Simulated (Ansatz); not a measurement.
A set of 12 reactions (hydrogenolysis), with CCSD(T)/CBS values in kJ/mol:

```tsv
reaction	ΔE
`[CH3][Ge]([CH3])([Cl])[Cl]` + H₂ → `[CH3][GeH]([CH3])[Cl]` + HCl	68.0
`[SiH3][O][GeH2][Cl]` + H₂ → `[Cl][GeH3]` + `O[SiH3]`	31.5
`CC(C)CCC(C)(C)C` + H₂ → `CCC(C)(C)C` + `CCC`	-53.0
`Oc1ccc(O)c(O)c1` + H₂ → `Oc1ccccc1O` + H₂O	-91.7
`CC(C)CCC(C)(C)C` + H₂ → `CCC(C)C` + `CC(C)C`	-52.1
`CC(C)CCC(C)(C)C` + H₂ → `CCCCC(C)(C)C` + CH₄	-62.9
`CC(C)CCC(C)(C)C` + H₂ → `CC(C)CCC(C)C` + CH₄	-60.3
`CC(C)CCC(C)(C)C` + H₂ → `CC(C)(C)C` + `CC(C)C`	-64.0
`[CH3][Ge]([CH3])([Cl])[Cl]` + H₂ → `[CH3][GeH]([Cl])[Cl]` + CH₄	-19.0
`Oc1ccc(O)c(O)c1` + H₂ → `Oc1ccc(O)cc1` + H₂O	-81.2
`C=[CH][GeH2][Cl]` + H₂ → `C=[CH][GeH3]` + HCl	58.7
`Oc1ccc(O)c(O)c1` + H₂ → `Oc1cccc(O)c1` + H₂O	-90.1
```

Calculated with Ansatz (gas phase, PBE0-D4/def2-TZVP geometries, no zero-point term in ΔE). CCSD(T)/CBS is the MP2 limit (def2-TZVPP, def2-QZVPP) plus CCSD(T) − MP2 in def2-TZVPP, frozen cores. This one scheme is used for every species. DFT in def2-TZVPP. B3LYP here is the variant with VWN-RPA as its local correlation; programs differ in this. HSE06 is defined as in plane-wave codes. For Ge outer-core shells are correlated without core-valence functions, which leaves a few kJ/mol of doubt a bond. Scalar relativity is left out up to krypton. Each species was taken in one conformer, which may not be the lowest.

Problem. Give the mean, mean absolute and largest difference (level minus CCSD(T)/CBS, kJ/mol) for: LDA (SPW92), PBE0-D4, HSE06-D4, BHLYP-D4, B2PLYP, BLYP, B3LYP, HSE06, RPA@PBE/def2-TZVPP, HF/def2-TZVPP, CCSD(T)/def2-TZVPP, MP2/def2-QZVPP, HF/CBS(def2), CCSD/CBS(def2). (An estimate is asked.)

Solution. Ansatz gave: 
```json
{"level": "LDA (SPW92)", "mean": "6.7", "mean absolute": "11.6", "largest": "30.1"}
{"level": "PBE0-D4", "mean": "-0.7", "mean absolute": "6.2", "largest": "11.7"}
{"level": "HSE06-D4", "mean": "-1.0", "mean absolute": "6.5", "largest": "11.7"}
{"level": "BHLYP-D4", "mean": "-4.3", "mean absolute": "7.2", "largest": "-14.7"}
{"level": "B2PLYP", "mean": "-6.4", "mean absolute": "8.4", "largest": "-18.7"}
{"level": "BLYP", "mean": "-12.8", "mean absolute": "17.3", "largest": "-36.5"}
{"level": "B3LYP", "mean": "-13.0", "mean absolute": "15.5", "largest": "-33.5"}
{"level": "HSE06", "mean": "-7.7", "mean absolute": "11.6", "largest": "-22.0"}
{"level": "RPA@PBE/def2-TZVPP", "mean": "1.2", "mean absolute": "3.5", "largest": "8.6"}
{"level": "HF/def2-TZVPP", "mean": "-22.2", "mean absolute": "22.2", "largest": "-45.1"}
{"level": "CCSD(T)/def2-TZVPP", "mean": "0.2", "mean absolute": "1.6", "largest": "4.1"}
{"level": "MP2/def2-QZVPP", "mean": "5.0", "mean absolute": "5.0", "largest": "8.7"}
{"level": "HF/CBS(def2)", "mean": "-22.5", "mean absolute": "22.5", "largest": "-45.2"}
{"level": "CCSD/CBS(def2)", "mean": "-5.2", "mean absolute": "5.2", "largest": "-8.0"}
```

The largest T1 diagnostic in the set is 0.012, for `Oc1cccc(O)c1` (customary mark 0.02).

CCSD(T)/CBS is a level of theory with its own doubt, and the functionals carry their triple-zeta basis error, so these figures describe this set and don't rank the functionals.
